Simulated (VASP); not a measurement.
**AlN in VASP 6.6.1, single-point calculation**

INCAR

```
GGA = PE
LWAVE = .FALSE.
NSW = 0
ENCUT = 520
LCHARG = .FALSE.
PREC = Accurate
LREAL = .FALSE.
IBRION = -1
ISIF = 2
EDIFF = 1E-7
NELM = 95
ISMEAR = -1
SIGMA = 0.02
LASPH = .TRUE.
NBANDS = 16
```

KPOINTS

```
KPOINTS created by Atomic Simulation Environment
0
Monkhorst-Pack
12 12 6
0 0 0
```

POSCAR

```
Al N
 1.0000000000000000
     3.1066937601931870    0.0000000000000000    0.0000000000000000
    -1.5533468800965935    2.6904757181059007    0.0000000000000000
     0.0000000000000000    0.0000000000000000    5.1777352140000001
 Al  N
   2   2
Cartesian
 -0.0000000000000001  1.7936504787372676 -0.0023775009958713
  1.5533468800965937  0.8968252393686338  2.5864901060041290
 -0.0000000000000001  1.7936504787372676  1.9440282062458718
  1.5533468800965937  0.8968252393686338  4.5328958132458723
```

The recommended PBE PAW datasets give the neutral cell 16 valence electrons.

Command

```
mpirun -np 1 vasp_std
```

How does this run end, and what does it give?

It converged. Results: gap between bands v and c on the k mesh 4.21 eV; least direct gap on the k mesh 4.21 eV; pressure -2.9 GPa; largest force 0.02 eV/Å. Band v is the last that the valence electrons fill when counted band by band, and c is the next.

OSZICAR

```
N       E                     dE             d eps       ncg     rms          rms(c)
DAV:   1     0.415926785087E+02    0.41593E+02   -0.72857E+03  4048   0.893E+02
DAV:   2    -0.307788457061E+02   -0.72372E+02   -0.65964E+02  5608   0.185E+02
DAV:   3    -0.343446288576E+02   -0.35658E+01   -0.35548E+01  5096   0.425E+01
DAV:   4    -0.343671373208E+02   -0.22508E-01   -0.22507E-01  5080   0.384E+00
DAV:   5    -0.343674400696E+02   -0.30275E-03   -0.30275E-03  5168   0.448E-01    0.120E+01
DAV:   6    -0.297198098272E+02    0.46476E+01   -0.10842E+01  4936   0.235E+01    0.409E+00
DAV:   7    -0.297487723644E+02   -0.28963E-01   -0.65088E-01  4440   0.562E+00    0.290E+00
DAV:   8    -0.297407840431E+02    0.79883E-02   -0.66025E-02  4832   0.234E+00    0.619E-01
DAV:   9    -0.297354059691E+02    0.53781E-02   -0.12985E-02  5536   0.831E-01    0.255E-01
DAV:  10    -0.297360397408E+02   -0.63377E-03   -0.24117E-03  4392   0.309E-01    0.141E-01
DAV:  11    -0.297359487057E+02    0.91035E-04   -0.19867E-04  5008   0.107E-01    0.334E-02
DAV:  12    -0.297359523484E+02   -0.36427E-05   -0.11685E-05  4632   0.272E-02    0.736E-03
DAV:  13    -0.297359521867E+02    0.16171E-06   -0.44006E-06  4848   0.160E-02    0.394E-03
DAV:  14    -0.297359522343E+02   -0.47603E-07   -0.29440E-07  4920   0.452E-03
   1 F= -.29735952E+02 E0= -.29735952E+02  d E =-.400470E-11
```

Standard output (part)

```
POSCAR found type information on POSCAR AlN
 POSCAR found :  2 types and       4 ions
 LDA part: xc-table for (Slater+PW92), standard interpolation
 POSCAR, INCAR and KPOINTS ok, starting setup
 WAVECAR not read
 entering main loop
```

The shifted mesh misses Γ, so a band edge there is missed.

For comparison, a separate PBE run of the intended cell, on usual settings and not on those above, gives a gap of 3.94 eV on its mesh and a pressure of -2.9 GPa.
